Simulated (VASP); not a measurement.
Al2O3 (Corundum), 10 atoms in the cell. The structure is trigonal, space group R-3c (No. 167). The conventional cell has a = 4.760 Å, b = 4.760 Å, c = 12.996 Å, α = 90.00°, β = 90.00°, γ = 120.00°. Around Al (site symmetry 3) lie 6 O at 1.85 to 1.97 Å. Around O (site symmetry 2) lie 4 Al at 1.85 to 1.97 Å. 

```yaml
Program: VASP 6.6.1
Task: optical spectrum
Functional: PBE
Potentials_or_basis: VASP PAW PBE potentials, release 64 (Al, O)
Cutoff: 520 eV
k_mesh: 5 × 5 × 5
Occupations: gaussian, width 0.02 eV
Spin: no spin polarisation
Further_INCAR_settings: ALGO = Normal; EDIFF = 1e-06; NBANDS = 56
```

Potentials or basis: VASP PAW PBE potentials, release 64 (Al, O).

Launch:

```bash
$ cat potpaw_PBE.64/Al/POTCAR potpaw_PBE.64/O/POTCAR > POTCAR
$ mpirun -np 1 vasp_std > vasp.out
```

Hardware: 1 thread of Intel(R) Xeon(R) 6975P-C (Granite Rapids) (shared host).

Question: How long does it take, and how much memory?

Answer: It took 38 s on 1 thread of Intel(R) Xeon(R) 6975P-C (Granite Rapids), on a shared host, peak memory 0.32 GiB. Counts: scf iterations 13, k points 19.
